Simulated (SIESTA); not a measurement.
# BaTe in SIESTA: convergence with vacuum

The system is BaTe, a slab with vacuum.

```
Te Ba
1.0
     4.82247    0.00000    0.00000
    -2.41123    4.17638    0.00000
     0.00000    0.00000   15.84380
Te Ba
3 3
Direct
  0.33333 0.66667 0.18935
  0.00000 0.00000 0.43787
  0.66667 0.33333 0.68639
  0.66667 0.33333 0.31361
  0.33333 0.66667 0.56213
  0.00000 0.00000 0.81065
```

| Quantity | Value |
| --- | --- |
| Program | SIESTA 5.4.2 |
| Task | single point |
| Functional | vdW-DF-cx |
| Potentials or basis | PseudoDojo 0.4 standard (PBE files) |
| Basis | DZP (energy shift 0.003 Ry; two zetas on semicore shells; d shell added on Ba) |
| Grid cutoff | 500 Ry |
| Energy shift | 0.003 Ry |
| k mesh | 5 × 5 × 1 |
| Occupations | fermi-dirac, width 0.05 eV |
| Spin | no spin polarisation |

These are the settings of the first run; the series varies vacuum, with any setting tied to it.

Hardware: 1 thread of Arm Neoverse V1, with other jobs on the host.

Q: The values tried are 6, 8, 10, 12, 15, 20, loosest first. From which on does the energy stay within 1 meV/atom of the tightest run that finished?

A: From 12 on.

```tsv
vacuum	energy less the tightest run, at zero smearing (meV/atom)	largest force (eV/Å)	SCF cycles	CPU time (s)	peak memory (GiB)
6	-79.14	0.641	18	220	0.7
8	-35.26	0.670	19	260	0.75
10	-1.10	0.674	21	290	0.76
12	-0.40	0.674	21	300	0.8
15	-0.07	0.673	19	320	0.88
20	0.00	0.673	20	370	0.97
```

Against the tightest run, the largest force stays within 0.005 eV/Å from 8 on. The tightest run that finished is the yardstick and may itself not be fully converged.

Caveat, for the tightest run too: the potentials were made for another functional, which shifts forces and pressure; the basis of atomic orbitals isn't converged, which shifts pressures, moduli and gaps. Spin-orbit coupling is left out, which matters for the levels of Ba, Te.
